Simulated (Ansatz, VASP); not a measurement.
## One calculation of ZrB2, two programs

```xyz
3
Lattice="3.1356 0.0000 0.0000 -1.5678 2.7155 0.0000 0.0000 0.0000 3.4859" Properties=species:S:1:pos:R:3 pbc="T T T"
Zr    0.0000    0.0000    0.0000
B     0.0000    1.8103    1.7429
B     1.5678    0.9052    1.7429
```

Alike in both runs: functional LDA; k mesh 9 × 9 × 6; occupations gaussian, width 0.1 eV; no spin polarisation.

Ansatz relaxed the structure, and its values are those at the end. VASP's run is a single point on that final structure, the one shown.

|  | VASP | Ansatz |
| --- | --- | --- |
| version | VASP 6.6.1 | Ansatz 0.2.0 |
| potentials or method | VASP PAW LDA potentials, release 64 (Zr_sv, B) | scalar-relativistic, plane waves, PAW |
| plane-wave cutoff (eV) | 520 | 420 |
| valence electrons in the cell | 18 | 18 |

```csv
,VASP,Ansatz,Ansatz less VASP
gap on the k mesh at the Fermi level (eV),none,none,-
pressure (GPa),0.3,-0.2,-0.50
```

A gap of «none» marks a metal or a gap that the smearing closes.
